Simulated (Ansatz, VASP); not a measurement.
**Nb32N (interstitial N in bcc Nb, hop from an octahedral to the next octahedral site): VASP beside Ansatz**

Aim: how closely do two programs agree when they are given the same cell, functional and k mesh? The Ansatz run is a path of several images between two structures; VASP solves its first image, and the two are compared there.

Main program and level: Ansatz 0.2.0; plane waves, with VASP 6.6.1 beside it; single point at PBE.

## (1) The structure

The cell holds 33 atoms: 32 Nb and 1 N. Its edges and angles: a = 9.356 Å, b = 9.356 Å, c = 9.356 Å, α = 60.0°, β = 60.0°, γ = 60.0°. It derives from Nb (Nb (Im-3m)). Nearest the centre at fractional (0.375, 0.375, 0.625): N33 at 0.00 Å, Nb29 at 2.05 Å, Nb7 at 2.05 Å, Nb4 at 2.22 Å, Nb22 at 2.22 Å, Nb14 at 2.22 Å, Nb8 at 2.22 Å, Nb9 at 3.68 Å.

## (2) Ansatz: path of images, PBE

Ansatz runs on its default PAW (the set named soft_2) files.

A single point gives forces, pressure and levels at one fixed geometry, so differences don't come from the geometry; what else differs is listed under the comparison.

input.yaml reads:

```yaml
crystal:
  lattice:
    - [0.0, 6.61534545, 6.61534545]
    - [6.61534545, 0.0, 6.61534545]
    - [6.61534545, 6.61534545, 0.0]
  atoms:
    - { symbol: Nb, position: [-0.010502802, -0.010502802, 0.010502802] }
    - { symbol: Nb, position: [0.118530846, 0.118530846, 0.136045386] }
    - { symbol: Nb, position: [0.249932828, 0.249932828, 0.250067172] }
    - { symbol: Nb, position: [0.375, 0.375, 0.388137755] }
    - { symbol: Nb, position: [6.7172e-05, 6.7172e-05, 0.499932828] }
    - { symbol: Nb, position: [0.118530846, 0.118530846, 0.626892922] }
    - { symbol: Nb, position: [0.220223601, 0.220223601, 0.779776399] }
    - { symbol: Nb, position: [0.375, 0.375, 0.861862245] }
    - { symbol: Nb, position: [0.001358943, 0.498607862, -0.001358943] }
    - { symbol: Nb, position: [0.133525184, 0.616474816, 0.125] }
    - { symbol: Nb, position: [0.251392138, 0.748641057, 0.251358943] }
    - { symbol: Nb, position: [0.376892922, 0.886045386, 0.368530846] }
    - { symbol: Nb, position: [0.001358943, 0.498607862, 0.501392138] }
    - { symbol: Nb, position: [0.138137755, 0.611862245, 0.625] }
    - { symbol: Nb, position: [0.251392138, 0.748641057, 0.748607862] }
    - { symbol: Nb, position: [0.373107078, 0.863954614, 0.881469154] }
    - { symbol: Nb, position: [0.498607862, 0.001358943, -0.001358943] }
    - { symbol: Nb, position: [0.616474816, 0.133525184, 0.125] }
    - { symbol: Nb, position: [0.748641057, 0.251392138, 0.251358943] }
    - { symbol: Nb, position: [0.886045386, 0.376892922, 0.368530846] }
    - { symbol: Nb, position: [0.498607862, 0.001358943, 0.501392138] }
    - { symbol: Nb, position: [0.611862245, 0.138137755, 0.625] }
    - { symbol: Nb, position: [0.748641057, 0.251392138, 0.748607862] }
    - { symbol: Nb, position: [0.863954614, 0.373107078, 0.881469154] }
    - { symbol: Nb, position: [0.500067172, 0.500067172, -6.7172e-05] }
    - { symbol: Nb, position: [0.631469154, 0.631469154, 0.113954614] }
    - { symbol: Nb, position: [0.760502802, 0.760502802, 0.239497198] }
    - { symbol: Nb, position: [0.875, 0.875, 0.383525184] }
    - { symbol: Nb, position: [0.529776399, 0.529776399, 0.470223601] }
    - { symbol: Nb, position: [0.631469154, 0.631469154, 0.623107078] }
    - { symbol: Nb, position: [0.749932828, 0.749932828, 0.750067172] }
    - { symbol: Nb, position: [0.875, 0.875, 0.866474816] }
    - { symbol: "N", position: [0.375, 0.375, 0.625] }
basis:
  ecutwfc: 300
  xc_grid: 2
hamiltonian:
  xc: pbe
kpoints:
  mp_grid: { grid: [4, 4, 4] }
scf:
  occupations: { method: methfessel_paxton, width: 0.1 }
  max_iter: 120
output:
  forces: true
neb:
  images: 3
  f_tol: 0.04
  climbing: true
  initial_path: idpp
  max_iterations: 45
  order_check: false
  final_atoms:
    - { symbol: Nb, position: [0.009390001, 0.001180109, -0.001821888] }
    - { symbol: Nb, position: [0.125797542, 0.126247296, 0.123245299] }
    - { symbol: Nb, position: [0.252757629, 0.244710958, 0.241708961] }
    - { symbol: Nb, position: [0.405641181, 0.346403657, 0.34340166] }
    - { symbol: Nb, position: [-0.005604422, 0.012225511, 0.500071011] }
    - { symbol: Nb, position: [0.127256874, 0.127539077, 0.621785967] }
    - { symbol: Nb, position: [0.250864729, 0.264317938, 0.735040282] }
    - { symbol: Nb, position: [0.374472584, 0.377572254, 0.871819143] }
    - { symbol: Nb, position: [-0.005604422, 0.503073008, 0.009223514] }
    - { symbol: Nb, position: [0.127256874, 0.624787964, 0.12453708] }
    - { symbol: Nb, position: [0.250864729, 0.738042279, 0.261315941] }
    - { symbol: Nb, position: [0.374472584, 0.87482114, 0.374570257] }
    - { symbol: Nb, position: [0.014002558, 0.501180109, 0.498178112] }
    - { symbol: Nb, position: [0.096088277, 0.655956561, 0.652954564] }
    - { symbol: Nb, position: [0.24897183, 0.75764926, 0.754647263] }
    - { symbol: Nb, position: [0.375931916, 0.876112921, 0.873110924] }
    - { symbol: Nb, position: [0.492339457, 0.001180109, -0.001821888] }
    - { symbol: Nb, position: [0.636367516, 0.115677322, 0.112675325] }
    - { symbol: Nb, position: [0.761910132, 0.244710958, 0.241708961] }
    - { symbol: Nb, position: [0.875931916, 0.376112921, 0.373110924] }
    - { symbol: Nb, position: [0.50733388, -0.009865294, 0.496285212] }
    - { symbol: Nb, position: [0.624505761, 0.127539077, 0.621785967] }
    - { symbol: Nb, position: [0.750864729, 0.259705381, 0.73965284] }
    - { symbol: Nb, position: [0.877223698, 0.377572254, 0.871819143] }
    - { symbol: Nb, position: [0.50733388, 0.499287209, -0.012867291] }
    - { symbol: Nb, position: [0.624505761, 0.624787964, 0.12453708] }
    - { symbol: Nb, position: [0.750864729, 0.742654837, 0.256703384] }
    - { symbol: Nb, position: [0.877223698, 0.87482114, 0.374570257] }
    - { symbol: Nb, position: [0.4877269, 0.501180109, 0.498178112] }
    - { symbol: Nb, position: [0.625797542, 0.626247296, 0.623245299] }
    - { symbol: Nb, position: [0.739819326, 0.75764926, 0.754647263] }
    - { symbol: Nb, position: [0.865361943, 0.886682895, 0.883680898] }
    - { symbol: "N", position: [0.250864729, 0.501180109, 0.498178112] }
```

Run with:

```
ansatz run input.yaml --threads 4 --pin off --max-ram 7536MiB --backend cpu --events-out ev --progress --plain --runs-dir out
```

Numbers of over 12 decimals in the logs are rounded to 6 here.

Output:

```text
Warning: neb: disabling space-group detection — the band's intermediate images generally break the endpoint symmetry, so no spatial operation reduces the k-mesh or symmetrises the density, except that a semilocal band can use its path's symmetry ahead of convergence; time reversal is kept, so that k and −k are solved as one point where they differ and the mesh holds both, and exact exchange and, on two spinor compone [...]
Warning: basis.ecutwfc = 300 eV is below the records' recommended 420 eV, and the density's cutoff is lower with it unless basis.ecutrho_ratio is high enough to keep the records' density cutoff: compare with a run at a higher cutoff
Engine: ansatz 0.2.0, x86_64-unknown-linux-gnu
Pseudopotentials: kind: paw
Pseudopotential: Nb, paw, valence charge 13, recommended cutoff 420 eV (normal), Nb.paw.azcp
Pseudopotential: N, paw, valence charge 5, recommended cutoff 420 eV (normal), N.paw.azcp
Functional definition: PBE
  parameter kappa = 0.804
  parameter beta = 0.066725
  exchange = pbe_x(kappa = kappa, mu = beta*pi^2/3)
  correlation = pbe_c(beta = beta)
NEB image 0
Crystal: 33 atoms, lattice volume = 579.012 Å³
Basis set: ecut = 300 eV, 6855 PW (Γ), exchange–correlation on 108×108×108 points (8 copies of the dense FFT grid, shifted against one another)
Bands: 253, of which v1, the nominal top of the filled ones, is band 211 counted from 1 (210 counted from 0)
Symmetry: 1 space group operations
k-points: 36 of 64 (time reversal used)
Non-local potential: Nb, projectors of the file, l = 0: 3, l = 1: 2, l = 2: 2, l = 3: 1
Non-local potential: N, projectors of the file, l = 0: 2, l = 1: 2, l = 2: 1
PAW form: soft (Blöchl's): semilocal exchange-correlation on the pseudo side does not see the compensation charge
PAW one-centre angular grid: Nb, 590 points (default); XC on 64 Gauss nodes
PAW one-centre angular grid: N, 110 points (default); XC on 64 Gauss nodes
Initial density: superposition of atomic densities (neutral atoms: chi_scale 0, normalization atom), corrected by the library's trained network
Initial wavefunctions: pseudopotential atomic-orbital guess
Functional: x = pbe(κ = 0.804, μ = 0.219515), c = pbe(β = 0.066725)
SCF iter   1: F=—  HF=-146058.134076 eV  |F-HF|=—  |Δ(HF+E_count)|=         —  Δρ=5.70e-3  dr2=1.81e-1  ethr=1.77e-3  ⟨swp⟩=6.0  Hψ=35491  notcnv=0
preconditioner: auto → Kerker (q_TF=auto, 2.587 Å⁻¹)  [metal: Δε(μ)=0.004 eV  Ē_g=3.822 eV  σ=0.100 eV  W_gap=0.03  n_scr=168 (ndim 8)  ℏωp=19.8 eV  f_vac=0.000  D(μ)=39.55/eV (n_scr^D=410)]
SCF iter   2: F=—  HF=-146058.116158 eV  |F-HF|=—  |Δ(HF+E_count)|=   1.79e-2  S|Δr|=    0.00e0  Δρ=3.06e-3  dr2=5.33e-2  ethr=4.31e-5  ⟨swp⟩=2.0  Hψ=11229  notcnv=0
SCF iter   3: F=—  HF=-146058.112049 eV  |F-HF|=—  |Δ(HF+E_count)|=   4.11e-3  S|Δr|=    0.00e0  Δρ=4.42e-4  dr2=1.39e-3  ethr=1.27e-5  ⟨swp⟩=2.0  Hψ=11079  notcnv=0
SCF iter   4: F=—  HF=-146058.111936 eV  |F-HF|=—  |Δ(HF+E_count)|=   1.13e-4  S|Δr|=    0.00e0  Δρ=1.18e-4  dr2=9.61e-5  ethr=3.31e-7  ⟨swp⟩=2.0  Hψ=10920  notcnv=0
SCF iter   5: F=—  HF=-146058.111530 eV  |F-HF|=—  |Δ(HF+E_count)|=   4.06e-4  S|Δr|=    0.00e0  Δρ=2.44e-5  dr2=5.66e-6  ethr=2.28e-8  ⟨swp⟩=2.0  Hψ=11151  notcnv=0
SCF iter   6: F=—  HF=-146058.111529 eV  |F-HF|=—  |Δ(HF+E_count)|=   3.50e-7  S|Δr|=    0.00e0  Δρ=5.22e-6  dr2=2.18e-7  ethr=1.34e-9  ⟨swp⟩=2.0  Hψ=11104  notcnv=0
SCF iter   7: F=-146058.111529 eV  HF=-146058.111529 eV  |F-HF|=8.21e-9  |Δ(HF+E_count)|=   3.00e-8  S|Δr|=    0.00e0  Δρ=1.31e-6  dr2=1.44e-8  ethr=2.38e-11  ⟨swp⟩=4.0  Hψ=24632  notcnv=0
SCF 1 converged in 7 iterations: F = -146058.111529 eV  dr2 = 1.44e-8
  greatest PAW one-centre occupation: 0.997 electrons in one spin orbital (limit 2), on the Nb atom at site 0 (counted from 0), in its partial waves of l = 0
NSCF: frozen V_eff on 36 k-points
NEB image 4
SCF iter   1: F=—  HF=-146058.134306 eV  |F-HF|=—  |Δ(HF+E_count)|=         —  Δρ=5.70e-3  dr2=1.82e-1  ethr=1.77e-3  ⟨swp⟩=6.0  Hψ=35583  notcnv=0
preconditioner: auto → Kerker (q_TF=auto, 2.587 Å⁻¹)  [metal: Δε(μ)=0.004 eV  Ē_g=3.822 eV  σ=0.100 eV  W_gap=0.03  n_scr=168 (ndim 8)  ℏωp=19.8 eV  f_vac=0.000  D(μ)=39.57/eV (n_scr^D=410)]
SCF iter   2: F=—  HF=-146058.116204 eV  |F-HF|=—  |Δ(HF+E_count)|=   1.81e-2  S|Δr|=    0.00e0  Δρ=3.05e-3  dr2=5.33e-2  ethr=4.31e-5  ⟨swp⟩=2.0  Hψ=11157  notcnv=0
[...]
k-point 35: bands = [... 207 lower, 17.8660, 17.9881, 18.0009, 18.0120, 18.0469, 18.0601, 18.1080, 18.1253, ... 38 higher]
this run last wrote the band of iteration 9 to <dir>; this run last wrote the band within `neb.f_tol` of iteration 6 to <dir>
--- NEB band (5 images, 9 band iterations, 166 SCF iterations) ---
  forward barrier  = 1.539022 eV
  backward barrier = 1.539022 eV
  lagrangian_above_aufbau_ev (what the smearing adds, to first order; not taken off the barriers): saddle image +0.002113 eV, end points +0.010184 and +0.010184 eV
  climbing image's point = of an order that was not read
  energies are F+E_penalty+E_count in eV, relative to image 0
  image     s (Å)  Δ vs image 0  max|band force component| (eV/Å)
      0    0.0000      0.000000                                 —
      1    0.5264      0.714111                          1.743e-2
  *   2    1.0529      1.539022                          4.781e-3
      3    1.5793      0.714100                          9.456e-3
      4    2.1057      0.000000                                 —
  climbing-image geometry (image 2):
  cell:  # Å, volume = 579.0120 Å³
    - [0.0, 6.61534545, 6.61534545]
    - [6.61534545, 0.0, 6.61534545]
    - [6.61534545, 6.61534545, 0.0]
  atoms:
    - { symbol: Nb, position: [-0.00103213, -0.00260753, 0.00230409] }
    - { symbol: Nb, position: [0.121934, 0.120280, 0.132422] }
    - { symbol: Nb, position: [0.250913, 0.247052, 0.243822] }
    - { symbol: Nb, position: [0.387312, 0.363714, 0.358236] }
    - { symbol: Nb, position: [-0.00484991, 0.00888371, 0.499560] }
    - { symbol: Nb, position: [0.123016, 0.123791, 0.625576] }
    - { symbol: Nb, position: [0.238549, 0.234735, 0.764947] }
    - { symbol: Nb, position: [0.373287, 0.377753, 0.874466] }
    - { symbol: Nb, position: [-0.00133204, 0.502075, 0.00180004] }
    - { symbol: Nb, position: [0.127003, 0.623997, 0.125904] }
    - { symbol: Nb, position: [0.252567, 0.750986, 0.248702] }
    - { symbol: Nb, position: [0.376937, 0.878298, 0.371669] }
    - { symbol: Nb, position: [2.7542441674272e-5, 0.498394, 0.501287] }
    - { symbol: Nb, position: [0.109572, 0.641447, 0.635975] }
    - { symbol: Nb, position: [0.248936, 0.752375, 0.751499] }
    - { symbol: Nb, position: [0.374949, 0.867256, 0.879388] }
    - { symbol: Nb, position: [0.498872, 0.0024007, -0.00272722] }
    - { symbol: Nb, position: [0.626928, 0.124158, 0.120853] }
    - { symbol: Nb, position: [0.753136, 0.248176, 0.247306] }
    - { symbol: Nb, position: [0.883738, 0.376049, 0.370568] }
    - { symbol: Nb, position: [0.502860, -0.00212974, 0.497607] }
    - { symbol: Nb, position: [0.625826, 0.125208, 0.621910] }
    - { symbol: Nb, position: [0.748638, 0.252213, 0.747463] }
    - { symbol: Nb, position: [0.872710, 0.374098, 0.875888] }
    - { symbol: Nb, position: [0.503908, 0.500122, -0.00921801] }
    - { symbol: Nb, position: [0.627213, 0.628020, 0.121378] }
    - { symbol: Nb, position: [0.753661, 0.752079, 0.247616] }
    - { symbol: Nb, position: [0.877220, 0.873781, 0.375699] }
    - { symbol: Nb, position: [0.516312, 0.512499, 0.487178] }
    - { symbol: Nb, position: [0.630682, 0.629098, 0.623625] }
    - { symbol: Nb, position: [0.742111, 0.755844, 0.752626] }
    - { symbol: Nb, position: [0.872249, 0.878836, 0.875530] }
    - { symbol: N, position: [0.312917, 0.438091, 0.561581] }
```

## (3) VASP: single point, PBE

The same cell, functional, mesh and smearing now go to VASP, with its own data sets.

Lines of VASP's logs that name or quote its potential files are left out, and so is its time.

INCAR reads:

```
SYSTEM = Nb32N
PREC = Accurate
ENCUT = 520
EDIFF = 1E-06
NELM = 120
ISMEAR = 1
SIGMA = 0.1
LREAL = Auto
ALGO = Normal
GGA = PE
NBANDS = 244
LASPH = .TRUE.
LORBIT = 11
LWAVE = .FALSE.
LCHARG = .FALSE.
ISIF = 2
GGA_COMPAT = .FALSE.
KPAR = 4
```

POSCAR reads:

```
Nb32N
1.0
    0.0000000000      6.6153454504      6.6153454504
    6.6153454504      0.0000000000      6.6153454504
    6.6153454504      6.6153454504      0.0000000000
Nb N
32 1
Direct
    0.9894972227      0.9894972227      0.0105027773
    0.1185308471      0.1185308471      0.1360454275
    0.2499328285      0.2499328285      0.2500672130
    0.3749999934      0.3749999934      0.3881377804
    0.0000671923      0.0000671923      0.4999328493
    0.1185308471      0.1185308471      0.6268929614
    0.2202235712      0.2202235712      0.7797763607
    0.3749999934      0.3749999934      0.8618622478
    0.0013589615      0.4986078240      0.9986410385
    0.1335251510      0.6164748358      0.1249999726
    0.2513921627      0.7486410252      0.2513589067
    0.3768929406      0.8860453387      0.3685308679
    0.0013589615      0.4986078240      0.5013921079
    0.1381377597      0.6118622270      0.6250000141
    0.2513920872      0.7486411008      0.7486078448
    0.3731070461      0.8639545800      0.8814691604
    0.4986078240      0.0013589615      0.9986410385
    0.6164748358      0.1335251510      0.1249999726
    0.7486410252      0.2513921627      0.2513589067
    0.8860453387      0.3768929406      0.3685308679
    0.4986078240      0.0013589615      0.5013921079
    0.6118622270      0.1381377597      0.6250000141
    0.7486411008      0.2513920872      0.7486078448
    0.8639545800      0.3731070461      0.8814691604
    0.5000671582      0.5000671582      0.9999328833
    0.6314691396      0.6314691396      0.1139546688
    0.7605028396      0.7605028396      0.2394970923
    0.8750000349      0.8750000349      0.3835251717
    0.5297764155      0.5297764155      0.4702235164
    0.6314691396      0.6314691396      0.6231070669
    0.7499327945      0.7499327945      0.7500671790
    0.8750000349      0.8750000349      0.8664748565
    0.3749999934      0.3749999934      0.6249999385
```

KPOINTS reads:

```
Automatic mesh
0
Gamma
4 4 4
0 0 0
```

PAW data sets: Nb_sv and N (PBE family, release 64).

Run with:

```
mpirun -np 4 vasp_std
```

Output:

```text
[banner, memory and clock lines left out]
running    4 mpi-ranks, on    1 nodes
[...]
LDA part: xc-table for (Slater+PW92), standard interpolation
 POSCAR, INCAR and KPOINTS ok, starting setup
[...]
entering main loop
       N       E                     dE             d eps       ncg     rms          rms(c)
DAV:   1     0.640338043028E+04    0.64034E+04   -0.22965E+05  6344   0.184E+03
DAV:   2     0.284774764359E+03   -0.61186E+04   -0.59891E+04  6920   0.818E+02
DAV:   3    -0.288707641279E+03   -0.57348E+03   -0.55172E+03 10152   0.172E+02
DAV:   4    -0.349231683370E+03   -0.60524E+02   -0.57932E+02 10504   0.509E+01
[...]
DAV:  19    -0.337684956734E+03   -0.11358E-05   -0.18258E-06  4488   0.633E-03    0.337E-03
DAV:  20    -0.337684955325E+03    0.14092E-05   -0.13246E-06  4336   0.435E-03    0.239E-03
DAV:  21    -0.337684955355E+03   -0.30537E-07   -0.83502E-07  4048   0.361E-03
   1 F= -.33768496E+03 E0= -.33768865E+03  d E =0.110690E-01
```

From OUTCAR (step 3):

```text
  Total        6.7579596      6.7579596     10.3733331      0.0000000      0.0000000      0.0000000
  in kB       18.6998704     18.6998704     28.7039277      0.0000000      0.0000000      0.0000000
  external PRESSURE =      22.0345562 kB  Pullay stress =       0.0000000 kB

 POSITION                                       TOTAL-FORCE (eV/Angst)
 -----------------------------------------------------------------------------------
      6.61535      6.61535     13.09173        -0.000000      0.000000      0.007048
      1.68411      1.68411      1.56825         0.000726      0.000726     -0.000369
      3.30767      3.30767      3.30678        -0.000000     -0.000000      0.013576
      5.04842      5.04842      4.96151         0.018884      0.018884     -0.000000
      3.30767      3.30767      0.00089        -0.000000     -0.000000     -0.013576
      4.93124      4.93124      1.56825        -0.000726     -0.000726     -0.000369
      6.61534      6.61534      2.91371        -0.000000      0.000000      0.003739
      8.18227      8.18227      4.96151        -0.018884     -0.018884     -0.000000
      9.90482      6.61535      3.30745        -0.004699      0.000000     -0.010616
      4.90511      1.71023      4.96151         0.005802     -0.005802      0.000000
      6.61534      3.32587      6.61556        -0.000000      0.004699      0.010616
      8.29946      4.93124      8.35477         0.000726     -0.000726      0.000369
      6.61534      3.32587      3.30745        -0.000000      0.004699     -0.010616
      8.18227      5.04842      4.96151        -0.018884      0.018884     -0.000000
[...]
-----------------------------------------------------------------------------------
    total drift:                               -0.010049     -0.010049     -0.001067

  FREE ENERGIE OF THE ION-ELECTRON SYSTEM (eV)
  ---------------------------------------------------
  free  energy   TOTEN  =      -337.6849553552 eV

  energy  without entropy=     -337.6960243904  energy(sigma->0) =     -337.68864503

[... 3 further parts left out ...]
[key lines of the parts left out:]
E-fermi :  11.2864
```

The run ends at a pressure of 2.20 GPa, with forces up to 0.027 eV/Å.

## (4) Side by side

Known differences besides the potentials themselves: the cutoff is 300 eV in Ansatz and 520 eV in VASP (PREC = Accurate, projectors in real space); Ansatz's log warns that its cutoff lies below the recommended one. Total energies have different zeros and are not compared.

At this near-relaxed geometry the largest component of a force difference is 28 meV/Å.

## (5) Results

- r.m.s. force difference (single point, PBE): 8.3 meV/Å

The r.m.s. force difference is 8.3 meV/Å (single point, PBE), within the 12 meV/Å picked in this series as the mark of a large difference. Such differences can come from data sets, numerical settings and the points named under the comparisons, not from the functional's error against experiment.

[Lines on the potential files, build, host, timing and source positions are cut from VASP's logs without a mark.]

[Logs are printed without paths, hosts, clocks, repeated set-up lines and the standing remarks that a program may print on its own settings, such as how far it seeks lower states.]

[Hosts, paths, dates, database ids (printed as entryN), source tags and the programs' standing remarks are cut or masked in the printed files.]
